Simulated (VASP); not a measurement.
Input of a VASP 6.6.1 run:

The input INCAR:

```
ALGO     = Normal         # electronic algorithm
EDIFF    = 1E-6           # SCF threshold, eV
EDIFFG   = -0.005         # ionic threshold
ENCUT    = 600            # plane-wave cutoff, eV
GGA      = PE             # functional
IBRION   = 2              # ionic algorithm
ISIF     = 3              # what is computed and relaxed
ISMEAR   = 0              # smearing method
LASPH    = T              # aspherical terms in the spheres
LCHARG   = F              # write CHGCAR
LREAL    = F              # projectors in reciprocal space
LWAVE    = F              # write WAVECAR
NELM     = 100            # most SCF steps
NSW      = 100            # ionic steps
PREC     = Accurate       # precision mode
SIGMA    = 0.01           # smearing width, eV
```

Contents of KPOINTS:

```
k-points
0
Gamma
  12 12 12
```

Contents of POSCAR:

```
GaAs
1.0
    0.0000000000      2.8602147089      2.8602147089
    2.8602147089      0.0000000000      2.8602147089
    2.8602147089      2.8602147089      0.0000000000
Ga As
1 1
Direct
    0.0000000000      0.0000000000      0.0000000000
    0.2500000000      0.2500000000      0.2500000000
```

Potentials or basis: VASP PAW PBE potentials, release 64 (Ga_d, As).

Launch:

```sh
$ cat potpaw_PBE.64/Ga_d/POTCAR potpaw_PBE.64/As/POTCAR > POTCAR
$ mpirun -np 1 vasp_std > vasp.out
```

**Question.** What does it give for the space group after relaxing (to 0.05 Å)?

**Answer.** F-43m (No. 216).

**Question.** Estimate the relaxed cell.

**Answer.** a = 4.066 Å, b = 4.066 Å, c = 4.066 Å, α = 60.00°, β = 60.00°, γ = 60.00°.

**Question.** Estimate the band gap on the k mesh.

**Answer.** 0.14 eV, direct.

Step by step:
```tsv
step	energy change (eV)	largest force (eV/Å)	pressure (GPa)	volume (Å³)
1	0.0000	0.0000	0.96	46.80
2	-0.0020	0.0000	-0.23	47.76
3	-0.0022	0.0000	0.01	47.54
```

PBE gaps usually lie below the measured ones, often by a third to a half. PBE usually gives volumes a little too large and moduli too small.
